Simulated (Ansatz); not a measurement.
# Si3N4 (P-43m) in Ansatz: notebook

One crystal, Si3N4, is run at these levels: PBE; tasks: dielectric tensor, electric field gradients.

All numbers are computed with Ansatz 0.2.0; they aren't measurements. Logs are shortened: lines on timing, memory, paths and dates and some standing lists are left out, and cuts for length are marked.

### 1 Starting point

The structure is cubic, space group P-43m (No. 215). Conventional cell: a = 4.131 Å, b = 4.131 Å, c = 4.131 Å, α = 90.00°, β = 90.00°, γ = 90.00°. Around Si (site symmetry -42m) lie 4 N at 1.77 Å. N (site symmetry 3m) has 3 Si at 1.77 Å as nearest neighbours.

The cell was built by a generator and needn't be a form met in nature.

### 2 Dielectric tensor, PBE

The input, input.yaml:

```yaml
crystal:
  lattice:
    - [4.13078, 0.0, 0.0]
    - [0.0, 4.13078, 0.0]
    - [0.0, 0.0, 4.13078]
  atoms:
    - { symbol: Si, position: [0.0, 0.0, 0.5] }
    - { symbol: Si, position: [0.5, 0.0, 0.0] }
    - { symbol: Si, position: [0.0, 0.5, 0.0] }
    - { symbol: "N", position: [0.23952, 0.23952, 0.76048] }
    - { symbol: "N", position: [0.76048, 0.76048, 0.76048] }
    - { symbol: "N", position: [0.23952, 0.76048, 0.23952] }
    - { symbol: "N", position: [0.76048, 0.23952, 0.23952] }
kpoints:
  mp_grid: { grid: [7, 7, 7] }
scf:
  occupations: { method: fixed }
hamiltonian:
  xc: pbe
  pseudopotentials: { kind: all_electron, datasets: crystal }
output: {}
dielectric: {}
```

Potentials or basis: all-electron PAW datasets made for the crystal.

Command:

```sh
> ansatz run input.yaml --threads 4 --pin off --max-ram 12288MiB --backend cpu --events-out ev --progress --plain --runs-dir out
```

Output:

```text
Warning: RAYON_NUM_THREADS=4 ignored (pool sized by the plan → 4); use --threads N
hamiltonian.pseudopotentials.datasets: crystal makes datasets for this crystal and solves the spheres of its atoms anew in each pass: cutoff 490.0 eV, the density's 1960.0 eV; for an error of 0.50 meV an atom under PBE, 3.5 meV for the cell; an energy difference from a run of another recipe may be off by several times the error for the cell, under r2SCAN by more, where some 0.1 meV an atom stays at smaller errors; in a run that uses the all-electron wave functions in the spheres, carries its plane waves along with the cell (elastic.basis: deformed) or is on a recipe of such a run or, without exact exchange, of a hybrid, they include no finite-basis correction of the energy (for plane waves above the cutoff): energies differ from those of runs with it by up to 1.1 meV an atom at a dataset_error of 0.2 meV (4 under r2SCAN), and by more at a larger error or with an open f shell (one dataset_recipe, of a run without it, keeps both alike, but for a hybrid, which always has it); N in spheres of 0.915 Å, 5 of its electrons in bands; Si in spheres of 0.841 Å, 4 of its electrons in bands, 8 on its site; only band paths and densities of states list, in semicore columns, the levels of the semicore shells that are solved separately: 2s of Si, 2p of Si
Engine: ansatz 0.2.0, aarch64-unknown-linux-gnu
Pseudopotentials: kind: all_electron
Pseudopotential: Si, paw, valence charge 12, recommended cutoff 490 eV (normal), crystal/all_electron/pbe/scalar/gaussian/Si, Koelling and Harmon's equation, gaussian nucleus
Pseudopotential: N, paw, valence charge 5, recommended cutoff 490 eV (normal), crystal/all_electron/pbe/scalar/gaussian/N, Koelling and Harmon's equation, gaussian nucleus
Functional definition: PBE
  parameter kappa = 0.804
  parameter beta = 0.06672455060314922
  exchange = pbe_x(kappa = kappa, mu = beta*pi^2/3)
  correlation = pbe_c(beta = beta)
davidson cushion auto → on  (no smearing: the cushion is to keep the highest requested band from converging to the state above it; pin scf.eigensolver.cushion to override)
Crystal: 7 atoms, lattice volume = 70.485 Å³
Basis set: ecut = 490 eV, 1743 PW (Γ), exchange–correlation on 60×60×60 points (8 copies of the dense FFT grid, shifted against one another)
Bands: 23, of which v1, the nominal top of the filled ones, is band 16 counted from 1 (15 counted from 0)
Symmetry: 24 space group operations
k-points: 64 of 343 (irreducible under 4 space group operations, time reversal used)
Non-local potential: Si, projectors of the file, l = 0: 1, l = 1: 1
Non-local potential: N, projectors of the file, l = 0: 1, l = 1: 2
PAW form: soft (Blöchl's): semilocal exchange-correlation on the pseudo side does not see the compensation charge
PAW one-centre angular grid: Si, 110 points (default); XC on its mesh's 1837 points in the sphere
PAW one-centre angular grid: N, 110 points (default); XC on its mesh's 1927 points in the sphere
Initial density: superposition of atomic densities (neutral atoms: chi_scale 0, normalization atom)
Initial wavefunctions: pseudopotential atomic-orbital guess
Functional: x = pbe(κ = 0.804, μ = 0.2195149727645171), c = pbe(β = 0.06672455060314922)
iter 1 solved again at ethr=8.31e-2 eV; its pass at ethr=1.00e-1 eV (dr2=2.66e1 eV) is discarded
SCF iter   1: F=—  HF=-29650.174503 eV  |F-HF|=—  |Δ(HF+E_count)|=         —  Δρ=1.89e-1  dr2=2.59e1  ethr=8.31e-2  ⟨swp⟩=2.0  Hψ=9316  notcnv=0
preconditioner: auto → Resta (q_TF=auto, 2.392 Å⁻¹)  ε∞=3.7  [insulator: Δε(μ)=5.255 eV  Ē_g=15.143 eV  n_scr=18 (ndim 8)  ℏωp=25.0 eV  f_vac=0.000  ε∞_Penn≈3.7]
iter 2 solved again at ethr=4.13e-3 eV; its pass at ethr=8.10e-2 eV (dr2=1.32e0 eV) is discarded
SCF iter   2: F=—  HF=-29643.254067 eV  |F-HF|=—  |Δ(HF+E_count)|=    6.92e0  Δρ=4.95e-2  dr2=1.23e0  ethr=4.13e-3  ⟨swp⟩=3.5  Hψ=7088  notcnv=0
SCF iter   3: F=—  HF=-29643.091303 eV  |F-HF|=—  |Δ(HF+E_count)|=   1.63e-1  Δρ=2.61e-2  dr2=2.59e-1  ethr=3.85e-3  ⟨swp⟩=2.1  Hψ=3271  notcnv=0  defer=1
SCF iter   4: F=—  HF=-29643.087336 eV  |F-HF|=—  |Δ(HF+E_count)|=   3.97e-3  Δρ=2.49e-3  dr2=4.40e-3  ethr=8.08e-4  ⟨swp⟩=2.7  Hψ=3979  notcnv=0  defer=15
SCF iter   5: F=—  HF=-29643.090303 eV  |F-HF|=—  |Δ(HF+E_count)|=   2.97e-3  Δρ=1.31e-3  dr2=7.38e-4  ethr=1.37e-5  ⟨swp⟩=4.5  Hψ=4766  notcnv=0  defer=7
SCF iter   6: F=—  HF=-29643.090262 eV  |F-HF|=—  |Δ(HF+E_count)|=   4.12e-5  Δρ=1.53e-4  dr2=1.18e-5  ethr=2.31e-6  ⟨swp⟩=3.1  Hψ=4480  notcnv=0  defer=3
SCF iter   7: F=—  HF=-29643.090273 eV  |F-HF|=—  |Δ(HF+E_count)|=   1.07e-5  Δρ=7.04e-5  dr2=2.48e-6  ethr=3.68e-8  ⟨swp⟩=4.1  Hψ=4906  notcnv=0  defer=2
SCF iter   8: F=—  HF=-29643.090272 eV  |F-HF|=—  |Δ(HF+E_count)|=   5.32e-7  Δρ=7.76e-6  dr2=2.71e-8  ethr=7.74e-9  ⟨swp⟩=3.2  Hψ=4316  notcnv=0  defer=6
SCF iter   9: F=—  HF=-29643.090272 eV  |F-HF|=—  |Δ(HF+E_count)|=   2.34e-8  Δρ=2.36e-6  dr2=3.87e-9  ethr=8.47e-11  ⟨swp⟩=4.2  Hψ=4875  notcnv=0  defer=6
SCF iter  10: F=—  HF=-29643.090272 eV  |F-HF|=—  |Δ(HF+E_count)|=   1.23e-9  Δρ=3.87e-7  dr2=1.32e-10  ethr=1.21e-11  ⟨swp⟩=3.3  Hψ=3880  notcnv=0  defer=17
SCF iter  11: F=-29643.090272 eV  HF=-29643.090272 eV  |F-HF|=1.46e-11  |Δ(HF+E_count)|=  2.18e-10  Δρ=9.56e-8  dr2=9.13e-12  ethr=1.00e-12  ⟨swp⟩=4.6  Hψ=3684  notcnv=0
SCF 1 converged in 11 iterations: F = -29643.090272 eV  dr2 = 9.13e-12
the response reads at least the filled bands of the reference SCF and the lowest empty band at each k-point, and that SCF's band table does not vouch for those bands. The notice of the band table in this run's record says why
NSCF: frozen V_eff on 5 k-points
DFPT response loops at Γ: preconditioner auto → none (the input reference at scf.mixing.eps_inf says where Resta's filter doesn't serve); β = 0.50; Broyden in place of MSR1
WARN: field response: ε∞, Z* and everything formed from them stand on the 7×7×7 k-mesh, whose period is 21.17 times the interband length at k = (0.0000, 0.0000, 0.0000), direct gap 2.925 eV, 14 or more, which is no proof that they serve; points inside a basis were not begun: none includes the bands' part inside the spheres of datasets made for the crystal
SCF converged after 11 iterations
Free energy (F): -29643.090272 eV
Harris-Foulkes:  -29643.090272 eV  (|F-HF|=1.46e-11)
Internal energy: -29643.090272 eV  (E = F + TS)
E sigma→0 (E₀):  -29643.090272 eV
Past the cutoff: waves up to 1.5 times it would add -0.000118 eV an atom, which no energy here includes
By the cutoff:   a pressure is off by up to 0.015 GPa (6 times that energy over an atom's volume, and 0.004 GPa: a bound that held against runs at twice the plane waves)
Past the cutoffs: a stress includes 0.0041 GPa for waves and charges beyond them
In the spheres:  the bands' charges fall short by 2.5e-6 e at most (sound up to 1e-3), those of shells solved beside the bands by 1.2e-7 e (sound up to 5e-4)
Fermi energy:    9.492273 eV
--- Per-component energies (eV) ---
  E_band       = 85.654862
  E_kinetic    = 608.923539
  E_local      = -5902.331772  (includes V_loc(G=0)·N_el)
  E_nonlocal   = -3.802340
  E_hartree    = 2571.554228
  E_xc         = -380.403292
  E_vxc        = -470.897534  (∫ρ·V_xc dr)
  E_paw        = -33604.324000  (= ΣΔE_a)
  E_vpaw       = -10609.905893  (= ΣTr[D̂ρ^β])
  E_ewald      = -4253.266920
  E_smearing   = -0.000000  (= −TS)
  E_closure    = 11320.560286  (closes the sum)
  Σ components = -29643.090272   (vs F -29643.090272, Δ=0.00e0)
  The terms above E_closure are by the made datasets' own strengths, without shells solved beside the bands.
--- Band table (eV; the first three rows and the last of 64) ---
  k-point 0: bands = ["-8.4713", "-4.6021", "-4.6021", "-4.6021", "0.8871", "0.8871", "5.0117", "5.0117", "5.0117", "5.0315", "6.1727", "6.1727", "6.1727", "9.3100", "9.3100", "9.3100", "12.2347", "12.2347", "12.2347", "13.7023", "16.3209", "16.3209", "19.7168"]
  k-point 1: bands = ["-8.3580", "-4.9024", "-4.5851", "-4.5851", "0.9819", "1.2186", "4.7885", "4.8838", "4.8838", "5.1258", "5.9392", "6.1232", "6.1232", "8.9593", "9.2706", "9.2706", "12.4169", "12.6872", "12.6872", "14.1799", "16.5794", "16.7712", "19.9714"]
  k-point 2: bands = ["-8.0372", "-5.5848", "-4.5462", "-4.5462", "1.2322", "2.0177", "4.2707", "4.5735", "4.5735", "4.9669", "5.7561", "6.1083", "6.1083", "8.1877", "9.1300", "9.1300", "13.0955", "13.8353", "13.8353", "15.0440", "17.2408", "17.9555", "19.6100"]
  k-point 63: bands = ["-6.0843", "-5.6738", "-5.6738", "-5.3548", "0.6660", "0.6660", "0.8238", "4.2383", "6.3740", "6.3740", "6.6588", "6.7403", "6.7403", "9.2738", "9.4923", "9.4923", "15.2332", "15.5139", "15.5139", "17.5644", "17.5644", "18.1957", "19.0522"]
--- Dielectric response (ions clamped): 1 representative field direction + reference, on 64 of 343 k-points (Σ response iterations 10) ---
  k mesh reduced under 4 symmetry operations, with k and −k counted as one. Each operation leaves every solved perturbation unchanged. A smaller set is not considered because the run solves the response to a homogeneous field
  ε∞ (high-frequency dielectric tensor):
        4.672678    -0.000000     0.000000
        0.000000     4.672678    -0.000000
        0.000000     0.000000     4.672678
  Born effective charges Z* (e; rows j = field, columns β = displacement):
    site 0:
         2.75444   -0.00000    0.00000
         0.00000    2.75444   -0.00000
         0.00000   -0.00000    4.12563
    site 1:
         4.12563   -0.00000    0.00000
         0.00000    2.75444   -0.00000
         0.00000   -0.00000    2.75444
    site 2:
         2.75444   -0.00000    0.00000
         0.00000    4.12563   -0.00000
         0.00000   -0.00000    2.75444
    site 3:
        -2.40863    0.31951   -0.31951
         0.31951   -2.40863   -0.31951
        -0.31951   -0.31951   -2.40863
    site 4:
        -2.40863    0.31951    0.31951
         0.31951   -2.40863    0.31951
         0.31951    0.31951   -2.40863
    site 5:
        -2.40863   -0.31951    0.31951
        -0.31951   -2.40863   -0.31951
         0.31951   -0.31951   -2.40863
    site 6:
        -2.40863   -0.31951   -0.31951
        -0.31951   -2.40863    0.31951
        -0.31951    0.31951   -2.40863
  Z* charge neutrality: 7.124e-6 e pre-enforcement
  k-mesh period / interband length: 28.9 Å / 1.37 Å = 21.17 at k = (0.0000, 0.0000, 0.0000), direct gap 2.925 eV — 14 or more, which is no proof of convergence
```

Run time: 2.2 min. Hardware: 4 threads of Arm Neoverse N1, shared host; peak memory 2.9 GiB.

Results:

```
Free energy                             : -29643.0903 eV
Band gap on the k mesh                  : 2.74 eV, indirect (least direct gap 2.92 eV)
Electronic dielectric tensor (diagonal) : 4.67
Born charges (mean of the diagonal)     : Si +3.21; N -2.41 e
```

Electronic dielectric tensor:
```
4.67 0.00 0.00
0.00 4.67 0.00
0.00 0.00 4.67
```

Born effective charge tensors (e):
atom 1, Si
```
2.75 0.00 0.00
0.00 2.75 0.00
0.00 0.00 4.13
```
atom 2, Si
```
4.13 0.00 0.00
0.00 2.75 0.00
0.00 0.00 2.75
```
atom 3, Si
```
2.75 0.00 0.00
0.00 4.13 0.00
0.00 0.00 2.75
```
atom 4, N
```
-2.41  0.32 -0.32
 0.32 -2.41 -0.32
-0.32 -0.32 -2.41
```
atom 5, N
```
-2.41  0.32  0.32
 0.32 -2.41  0.32
 0.32  0.32 -2.41
```
atom 6, N
```
-2.41 -0.32  0.32
-0.32 -2.41 -0.32
 0.32 -0.32 -2.41
```
atom 7, N
```
-2.41 -0.32 -0.32
-0.32 -2.41  0.32
-0.32  0.32 -2.41
```

Caveat: an odd mesh through Γ misses points on the zone boundary, where band edges often lie. Expect the measured gap to be larger: semilocal functionals such as PBE lack the derivative discontinuity.

[end of part 1 of 2]
